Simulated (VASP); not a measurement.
# SiC in VASP: notebook

One slab, SiC, is run at these levels: PBEsol; tasks: single point, relaxation of the atoms.

All numbers are computed with VASP 6.6.1; they aren't measurements. Logs are shortened: lines on timing, memory, paths and dates and some standing lists are left out, and cuts for length are marked.

**1. The structure**

The cell holds a slab with vacuum, 18 atoms: a = 3.082 Å, b = 4.358 Å, c = 27.326 Å, α = 90.00°, β = 90.00°, γ = 90.00°.

**2. Single point, PBEsol**

INCAR reads:

```
SYSTEM = SiC
PREC = Accurate
ENCUT = 520
EDIFF = 1E-6
ISMEAR = 0
SIGMA = 0.03
LREAL = .False.
LASPH = .True.
NELM = 80
ALGO = Normal
ISIF = 2
LWAVE = .False.
LCHARG = .False.
LDIPOL = .True.
IDIPOL = 3
DIPOL = 0.5 0.5 0.500
GGA = PS
NBANDS = 51
LVHAR = .True.
LVACPOTAV = .True.
ICORELEVEL = 1
LUSENCCL = .False.
```

KPOINTS reads:

```
Automatic mesh
0
Gamma
  9 6 1
  0 0 0
```

POSCAR reads:

```
SiC
1.0
    3.0815713500      0.0000000000      0.0000000000
    0.0000000000      4.3580000000      0.0000000000
    0.0000000000      0.0000000000     27.3262854100
Si C
9 9
Direct
    0.5000000000      0.5000000000      0.2744610100
    0.0000000000      0.0000000000      0.3308457600
    0.5000000000      0.5000000000      0.3872305100
    0.0000000000      0.0000000000      0.4436152500
    0.5000000000      0.5000000000      0.5000000000
    0.0000000000      0.0000000000      0.5563847500
    0.5000000000      0.5000000000      0.6127694900
    0.0000000000      0.0000000000      0.6691542400
    0.5000000000      0.5000000000      0.7255389900
    0.0000000000      0.7500000000      0.2744610100
    0.5000000000      0.2500000000      0.3308457600
    0.0000000000      0.7500000000      0.3872305100
    0.5000000000      0.2500000000      0.4436152500
    0.0000000000      0.7500000000      0.5000000000
    0.5000000000      0.2500000000      0.5563847500
    0.0000000000      0.7500000000      0.6127694900
    0.5000000000      0.2500000000      0.6691542400
    0.0000000000      0.7500000000      0.7255389900
```

Potentials or basis: VASP PAW PBE potentials, release 64 (Si, C).

Command:

```
$ cat potpaw_PBE.64/Si/POTCAR potpaw_PBE.64/C/POTCAR > POTCAR
$ mpirun -np 1 vasp_std > vasp.out
```

OUTCAR:

```text
SYSTEM = SiC
   PREC = Accurate
   ENCUT = 520
   EDIFF = 1E-6
   ISMEAR = 0
   LREAL = .False.
   LASPH = .True.
   NELM = 80
   ISIF = 2
   GGA = PS

 ion  position               nearest neighbor table
   1  0.500  0.500  0.274-  10 1.89  10 1.89  11 1.89   2 3.08   2 3.08   2 3.08   2 3.08   3 3.08

   2  0.000  0.000  0.331-  11 1.89  11 1.89  12 1.89  10 1.89   4 3.08   3 3.08   1 3.08   3 3.08
                             1 3.08   3 3.08   1 3.08   1 3.08   3 3.08
   3  0.500  0.500  0.387-  13 1.89  12 1.89  12 1.89  11 1.89   4 3.08   4 3.08   4 3.08   4 3.08
                             5 3.08   2 3.08   2 3.08   2 3.08   2 3.08   1 3.08
   4  0.000  0.000  0.444-  12 1.89  13 1.89  13 1.89  14 1.89   3 3.08   3 3.08   3 3.08   3 3.08
                             2 3.08   5 3.08   5 3.08   5 3.08   5 3.08   6 3.08
   5  0.500  0.500  0.500-  14 1.89  14 1.89  15 1.89  13 1.89   3 3.08   7 3.08   6 3.08   4 3.08
                             6 3.08   4 3.08   6 3.08   4 3.08   4 3.08   6 3.08
   6  0.000  0.000  0.556-  16 1.89  15 1.89  15 1.89  14 1.89   7 3.08   7 3.08   7 3.08   7 3.08
                             8 3.08   5 3.08   5 3.08   5 3.08   5 3.08   4 3.08
   7  0.500  0.500  0.613-  15 1.89  16 1.89  16 1.89  17 1.89   6 3.08   6 3.08   6 3.08   6 3.08
                             5 3.08   8 3.08   8 3.08   8 3.08   8 3.08   9 3.08
   8  0.000  0.000  0.669-  17 1.89  17 1.89  18 1.89  16 1.89   6 3.08   7 3.08   7 3.08   9 3.08
                             7 3.08   9 3.08   9 3.08   7 3.08   9 3.08
   9  0.500  0.500  0.726-  18 1.89  18 1.89  17 1.89   8 3.08   8 3.08   8 3.08   8 3.08   7 3.08

  10  0.000  0.750  0.274-   1 1.89   1 1.89   2 1.89
  11  0.500  0.250  0.331-   2 1.89   2 1.89   3 1.89   1 1.89
  12  0.000  0.750  0.387-   4 1.89   3 1.89   3 1.89   2 1.89
  13  0.500  0.250  0.444-   3 1.89   4 1.89   4 1.89   5 1.89
  14  0.000  0.750  0.500-   5 1.89   5 1.89   6 1.89   4 1.89
  15  0.500  0.250  0.556-   7 1.89   6 1.89   6 1.89   5 1.89
  16  0.000  0.750  0.613-   6 1.89   7 1.89   7 1.89   8 1.89
  17  0.500  0.250  0.669-   8 1.89   8 1.89   9 1.89   7 1.89
  18  0.000  0.750  0.726-   9 1.89   9 1.89   8 1.89

  LATTYP: Found a simple orthorhombic cell.
 ALAT       =     3.0815713500
 B/A-ratio  =     1.4142135635
 C/A-ratio  =     8.8676465044

  Lattice vectors:

 A1 = (   3.0815713500,   0.0000000000,   0.0000000000)
 A2 = (   0.0000000000,   4.3580000000,   0.0000000000)
 A3 = (   0.0000000000,   0.0000000000,  27.3262854100)

Analysis of symmetry for initial positions (statically):
=====================================================================
 Subroutine PRICEL returns:
 Original cell was already a primitive cell.

 Routine SETGRP: Setting up the symmetry group for a
 simple orthorhombic supercell.

 Subroutine GETGRP returns: Found  4 space group operations
 (whereof  4 operations were pure point group operations)
 out of a pool of  8 trial point group operations.

The static configuration has the point symmetry C_2v.

Analysis of symmetry for dynamics (positions and initial velocities):
=====================================================================
 Subroutine PRICEL returns:
 Original cell was already a primitive cell.

 Routine SETGRP: Setting up the symmetry group for a
 simple orthorhombic supercell.

 Subroutine GETGRP returns: Found  4 space group operations
 (whereof  4 operations were pure point group operations)
 out of a pool of  8 trial point group operations.

The dynamic configuration has the point symmetry C_2v.

 Subroutine INISYM returns: Found  4 space group operations
 (whereof  4 operations are pure point group operations),
 and found     1 'primitive' translations

----------------------------------------------------------------------------------------

                                     Primitive cell

  volume of cell :     366.9780

  direct lattice vectors                    reciprocal lattice vectors
[... 46 lines left out ...]
   LEPSILON=     F    determine dielectric tensor
   LRPA    =     F    only Hartree local field effects (RPA)
 non-spin polarized calculation
 Gauss-broadening in eV      SIGMA  =   0.03
  energy-cutoff  :      520.00
  volume of cell :      366.98
 maximum number of plane-waves:      9964
 NGX is ok and might be reduce to    24
   NGX = 11   NGY = 17   NGZ =101

 dipolmoment           0.000000      0.000000      0.000000 electrons x Angstroem

 number of electron      72.0000001 magnetization

 dipolmoment           0.000000      0.000000     -0.000000 electrons x Angstroem

 Free energy of the ion-electron system (eV)
  ---------------------------------------------------
  ext. energy  EPLUGINS =         0.00000000
  ---------------------------------------------------
  free energy    TOTEN  =      -136.68800036 eV

  energy without entropy =     -136.68800036  energy(sigma->0) =     -136.68800036

 the core state eigenenergies are
   1-  1s  -1778.6541  2s   -132.3628  2p    -88.4066
   2-  1s  -1778.1466  2s   -131.9448  2p    -87.9810
   3-  1s  -1778.1819  2s   -132.0499  2p    -88.0816
   4-  1s  -1778.1336  2s   -132.0108  2p    -88.0418
   5-  1s  -1778.1801  2s   -132.0536  2p    -88.0848
   6-  1s  -1778.1336  2s   -132.0108  2p    -88.0418
   7-  1s  -1778.1819  2s   -132.0499  2p    -88.0816
   8-  1s  -1778.1466  2s   -131.9448  2p    -87.9810
   9-  1s  -1778.6541  2s   -132.3628  2p    -88.4066
  10-  1s   -262.6194
  11-  1s   -262.7227
  12-  1s   -262.5242
  13-  1s   -262.6467
  14-  1s   -262.5876
  15-  1s   -262.6467
  16-  1s   -262.5242
  17-  1s   -262.7227
  18-  1s   -262.6194

 E-fermi :   2.0156     XC(G=0):  -6.5542

 val. band max:        1.8746831296   @ k =   0.4444   0.5000   0.0000
 cond. band min:       2.1919070999   @ k =   0.4444   0.0000   0.0000
 fundamental gap:      0.3172239702
 Fermi energy:         2.0155844535

 k-point     1 :       0.0000    0.0000    0.0000
  band No.  band energies     occupation
      1     -14.0996      2.00000
      2     -13.6030      2.00000
      3     -12.8677      2.00000
      4     -11.9189      2.00000
      5     -10.8050      2.00000
      6      -9.7606      2.00000
[... 1009 lines left out ...]
     47       7.3424      0.00000
     48       7.6594      0.00000
 [bands above 48 left out]

------------------------ aborting loop because EDIFF is reached ----------------------------------------

  FORCE on cell =-STRESS in cart. coord.  units (eV):
  Direction    XX          YY          ZZ          XY          YZ          ZX
  --------------------------------------------------------------------------------------
  -------------------------------------------------------------------------------------
  Total       -3.3862631     -7.0201528     -3.5822972      0.0000000      0.0000000      0.0000000
  in kB      -14.7839753    -30.6490554    -15.6398340      0.0000000      0.0000000      0.0000000
  external PRESSURE =     -20.3576216 kB  Pullay stress =       0.0000000 kB

 VOLUME and BASIS-vectors are now :
 -----------------------------------------------------------------------------
  energy-cutoff  :      520.00
  volume of cell :      366.98
      direct lattice vectors                 reciprocal lattice vectors
     3.081571350  0.000000000  0.000000000     0.324509767  0.000000000  0.000000000
     0.000000000  4.358000000  0.000000000     0.000000000  0.229463056  0.000000000
     0.000000000  0.000000000 27.326285410     0.000000000  0.000000000  0.036594802

 POSITION                                       TOTAL-FORCE (eV/Angst)
 -----------------------------------------------------------------------------------
      1.54079      2.17900      7.50000        -0.000000      2.823359      1.735382
      0.00000      0.00000      9.04079         0.000000     -0.379612     -0.924290
      1.54079      2.17900     10.58157        -0.000000      0.418050     -0.033775
      0.00000      0.00000     12.12236         0.000000     -0.099861     -0.041953
      1.54079      2.17900     13.66314        -0.000000      0.124054      0.000000
      0.00000      0.00000     15.20393        -0.000000     -0.099861      0.041953
[... 10 lines left out ...]
      1.54079      1.08950     18.28550        -0.000000     -0.887187      0.415088
      0.00000      3.26850     19.82629         0.000000     -1.825833      0.502678
 -----------------------------------------------------------------------------------
    total drift:                                0.000000      0.000440     -0.000000

  FREE ENERGIE OF THE ION-ELECTRON SYSTEM (eV)
  ---------------------------------------------------
  free  energy   TOTEN  =      -136.6880003622 eV

  energy  without entropy=     -136.6880003622  energy(sigma->0) =     -136.68800036

 vacuum level on the upper side and lower side of the slab         7.032         7.032
```

Wall time 6.2 min (1 × NVIDIA H100 80GB with 1 thread of AMD EPYC 7R13 (Zen 3), shared host); peak memory 1.5 GiB.

What came out:

```
Free energy                            : -136.6880 eV
Largest force                          : 3.314 eV/Å
Band gap on the k mesh                 : 0.32 eV, indirect (least direct gap 0.52 eV)
Ionisation potential of the upper face : 5.16 eV
```

Forces on the atoms (eV/Å):
```
Si   0.000  2.823  1.735
Si   0.000 -0.380 -0.924
Si   0.000  0.418 -0.034
Si   0.000 -0.100 -0.042
Si   0.000  0.124  0.000
Si   0.000 -0.100  0.042
Si   0.000  0.418  0.034
Si   0.000 -0.380  0.924
Si   0.000  2.823 -1.735
C    0.000 -1.826 -0.503
C    0.000 -0.887 -0.415
C    0.000 -0.019  0.192
C    0.000 -0.095 -0.042
C    0.000  0.007  0.000
C    0.000 -0.095  0.042
C    0.000 -0.019 -0.192
C    0.000 -0.887  0.415
C    0.000 -1.826  0.503
```

Levels at points of the mesh, in eV from the valence-band top:
```csv
k point,band 32,band 33,band 34,band 35,band 36,band 37,band 38,band 39,band 40,band 41
"(0.00, 0.00, 0.00)",-0.80,-0.53,-0.53,-0.47,-0.39,1.03,1.33,1.37,2.04,2.91
"(0.00, 0.50, 0.00)",-1.87,-1.19,-1.17,-0.45,-0.40,0.68,0.71,3.62,3.77,4.35
```

Core levels (eV, on the scale of the bands):
```
atom                           levels
1 Si  1s -1778.7, 2s -132.4, 2p -88.4
2 Si  1s -1778.1, 2s -131.9, 2p -88.0
3 Si  1s -1778.2, 2s -132.0, 2p -88.1
4 Si  1s -1778.1, 2s -132.0, 2p -88.0
5 Si  1s -1778.2, 2s -132.1, 2p -88.1
6 Si  1s -1778.1, 2s -132.0, 2p -88.0
```

Caveat: the PAW data sets were made with another functional, which shifts forces and pressure a little. Expect the measured gap to be larger: semilocal functionals such as PBEsol lack the derivative discontinuity.

**3. Relaxation of the atoms, PBEsol**

INCAR: that of step 2 with these lines changed.

```diff
@@ -17,6 +17,5 @@
 GGA = PS
-NBANDS = 51
-LVHAR = .True.
-LVACPOTAV = .True.
-ICORELEVEL = 1
+IBRION = 2
+NSW = 80
+EDIFFG = -0.02
 LUSENCCL = .False.
```

KPOINTS is that of step 2.

POSCAR is that of step 2.

Potentials or basis: VASP PAW PBE potentials, release 64 (Si, C).

Command:

```
$ cat potpaw_PBE.64/Si/POTCAR potpaw_PBE.64/C/POTCAR > POTCAR
$ mpirun -np 1 vasp_std > vasp.out
```

Run time: 42 min. Hardware: 1 × NVIDIA H100 80GB with 1 thread of AMD EPYC 7R13 (Zen 3), shared host; peak memory 1.5 GiB.

Results (log left out):

```
Free energy                  : -137.9699 eV
Energy gained by relaxing    : 71.2 meV/atom
Ionic steps                  : 22
Largest force after relaxing : 0.019 eV/Å
Band gap on the k mesh       : 0.45 eV, indirect (least direct gap 0.88 eV)
```

Forces on the atoms (eV/Å):
```
Si   0.000 -0.006  0.005
Si   0.000  0.002  0.010
Si   0.000 -0.009 -0.007
Si   0.000  0.006  0.000
Si   0.000  0.014  0.000
Si   0.000  0.006  0.000
Si   0.000 -0.009  0.007
Si   0.000  0.002 -0.010
Si   0.000 -0.006 -0.005
C    0.000 -0.004  0.018
C    0.000 -0.004 -0.008
C    0.000  0.001 -0.001
C    0.000  0.009  0.001
C    0.000 -0.003  0.000
C    0.000  0.009 -0.001
C    0.000  0.001  0.001
C    0.000 -0.004  0.008
C    0.000 -0.004 -0.018
```

Step by step:
| step | energy change (eV) | largest force (eV/Å) | pressure (GPa) |
| --- | --- | --- | --- |
| 1 | 0.0000 | 3.3140 | -2.04 |
| 2 | -0.9628 | 1.6415 | -0.72 |
| 3 | -0.9734 | 1.6762 | -0.55 |
| 4 | -1.2289 | 0.5780 | -0.07 |
| 5 | -1.2289 | 0.5662 | -0.08 |
| 6 | -1.2580 | 0.3311 | -0.04 |
| 7 | -1.2612 | 0.2596 | -0.06 |
| 8 | -1.2695 | 0.1510 | -0.03 |
| 9 | -1.2695 | 0.1504 | -0.03 |
| 10 | -1.2737 | 0.0874 | 0.03 |
| 11 | -1.2740 | 0.1109 | 0.05 |
| 12 | -1.2771 | 0.0864 | 0.13 |
| 13 | -1.2785 | 0.1311 | 0.21 |
| 14 | -1.2807 | 0.0462 | 0.27 |
| 15 | -1.2809 | 0.0649 | 0.29 |
| 16 | -1.2813 | 0.0335 | 0.30 |
| 17 | -1.2813 | 0.0353 | 0.31 |
| 18 | -1.2815 | 0.0318 | 0.31 |
| 19 | -1.2816 | 0.0476 | 0.32 |
| 20 | -1.2817 | 0.0269 | 0.34 |
| 21 | -1.2818 | 0.0257 | 0.36 |
| 22 | -1.2819 | 0.0188 | 0.38 |

Final structure:
```yaml
crystal:
  lattice:
    - [3.08157, 0.00000, 0.00000]
    - [0.00000, 4.35800, 0.00000]
    - [0.00000, 0.00000, 27.32629]
  atoms:
    - { symbol: Si, position: [0.50000, 0.54466, 0.28341] }
    - { symbol: Si, position: [0.00000, 0.99484, 0.32871] }
    - { symbol: Si, position: [0.50000, 0.49770, 0.38758] }
    - { symbol: Si, position: [0.00000, 0.99460, 0.44342] }
    - { symbol: Si, position: [0.50000, 0.49579, 0.50000] }
    - { symbol: Si, position: [0.00000, 0.99460, 0.55658] }
    - { symbol: Si, position: [0.50000, 0.49770, 0.61242] }
    - { symbol: Si, position: [0.00000, 0.99484, 0.67129] }
    - { symbol: Si, position: [0.50000, 0.54466, 0.71659] }
    - { symbol: C, position: [0.00000, 0.74029, 0.27428] }
    - { symbol: C, position: [0.50000, 0.23940, 0.33024] }
    - { symbol: C, position: [0.00000, 0.74798, 0.38691] }
    - { symbol: C, position: [0.50000, 0.24478, 0.44358] }
    - { symbol: C, position: [0.00000, 0.74575, 0.50000] }
    - { symbol: C, position: [0.50000, 0.24478, 0.55642] }
    - { symbol: C, position: [0.00000, 0.74798, 0.61309] }
    - { symbol: C, position: [0.50000, 0.23940, 0.66976] }
    - { symbol: C, position: [0.00000, 0.74029, 0.72572] }
```

Levels at points of the mesh, in eV from the valence-band top:
```csv
k point,band 32,band 33,band 34,band 35,band 36,band 37,band 38,band 39,band 40,band 41
"(0.00, 0.00, 0.00)",-0.95,-0.68,-0.56,-0.43,-0.36,1.14,1.79,2.62,2.92,3.04
"(0.00, 0.50, 0.00)",-1.74,-1.73,-1.63,-0.53,-0.50,2.21,2.32,3.63,3.99,4.04
```

Caveat: the PAW data sets were made with another functional, which shifts forces and pressure a little. PBEsol gaps usually lie below the measured ones, often by a third to a half.

**4. Single point, PBEsol**

INCAR: that of step 3 with these lines changed.

```diff
@@ -17,5 +17,6 @@
 GGA = PS
-IBRION = 2
-NSW = 80
-EDIFFG = -0.02
+NBANDS = 51
+LVHAR = .True.
+LVACPOTAV = .True.
+ICORELEVEL = 1
 LUSENCCL = .False.
```

KPOINTS is that of step 3.

POSCAR reads:

```
SiC                                     
1.0
    3.0815713500      0.0000000000      0.0000000000
    0.0000000000      4.3580000000      0.0000000000
    0.0000000000      0.0000000000     27.3262854100
  Si              C             
     9     9
Direct
     0.5000000000000000    0.5446572228532527    0.2834121509029436
     1.0000000000000000    0.9948374983597814    0.3287089026584148
     0.5000000000000000    0.4976965010694638    0.3875761100122763
     0.0000000000000000    0.9945981383072127    0.4434227638528978
     0.5000000000000000    0.4957897519255912    0.5000000000000000
     0.0000000000000000    0.9945981383072127    0.5565772361471020
     0.5000000000000000    0.4976965010694638    0.6124238899877237
     0.0000000000000000    0.9948374983597814    0.6712910973415853
     0.5000000000000000    0.5446572228532527    0.7165878490970563
     0.0000000000000000    0.7402860074940728    0.2742788097218323
     0.5000000000000000    0.2393992656262406    0.3302410730837038
     0.0000000000000000    0.7479773308774645    0.3869112378478654
     0.5000000000000000    0.2447783567141558    0.4435780666107119
     1.0000000000000000    0.7457496054711207    0.5000000000000000
     0.5000000000000000    0.2447783567141558    0.5564219333892884
     0.0000000000000000    0.7479773308774645    0.6130887621521345
     0.5000000000000000    0.2393992656262406    0.6697589269162961
     0.0000000000000000    0.7402860074940728    0.7257211902781675
```

Command:

```
$ cat potpaw_PBE.64/Si/POTCAR potpaw_PBE.64/C/POTCAR > POTCAR
$ mpirun -np 1 vasp_std > vasp.out
```

It took 6 min on 1 × NVIDIA H100 80GB with 1 thread of AMD EPYC 7R13 (Zen 3), shared host; peak memory 1.5 GiB.

Results (log left out):

- Free energy: -137.9699 eV
- Largest force: 0.018 eV/Å
- Band gap on the k mesh: 0.45 eV, indirect (least direct gap 0.88 eV)
- Ionisation potential of the upper face: 5.55 eV

Forces on the atoms (eV/Å):
```
Si   0.000 -0.006  0.005
Si   0.000  0.002  0.010
Si   0.000 -0.009 -0.007
Si   0.000  0.006  0.000
Si   0.000  0.014  0.000
Si   0.000  0.006  0.000
Si   0.000 -0.009  0.007
Si   0.000  0.002 -0.010
Si   0.000 -0.006 -0.005
C    0.000 -0.004  0.018
C    0.000 -0.004 -0.008
C    0.000  0.001 -0.001
C    0.000  0.009  0.001
C    0.000 -0.004  0.000
C    0.000  0.009 -0.001
C    0.000  0.001  0.001
C    0.000 -0.004  0.008
C    0.000 -0.004 -0.018
```

Levels at points of the mesh, in eV from the valence-band top:
| k point | band 33 | band 34 | band 35 | band 36 | band 37 | band 38 | band 39 | band 40 |
| --- | --- | --- | --- | --- | --- | --- | --- | --- |
| (0.00, 0.00, 0.00) | -0.68 | -0.56 | -0.43 | -0.36 | 1.14 | 1.79 | 2.62 | 2.92 |
| (0.00, 0.50, 0.00) | -1.73 | -1.63 | -0.53 | -0.50 | 2.21 | 2.32 | 3.63 | 3.99 |

Core levels (eV, on the scale of the bands):
```tsv
atom	levels
1 Si	1s -1778.3, 2s -132.2, 2p -88.3
2 Si	1s -1778.3, 2s -132.1, 2p -88.1
3 Si	1s -1778.4, 2s -132.2, 2p -88.3
4 Si	1s -1778.2, 2s -132.1, 2p -88.1
5 Si	1s -1778.3, 2s -132.1, 2p -88.2
6 Si	1s -1778.2, 2s -132.1, 2p -88.1
```

Caveat: the PAW data sets were made with another functional, which shifts forces and pressure a little. PBEsol gaps usually lie below the measured ones, often by a third to a half.
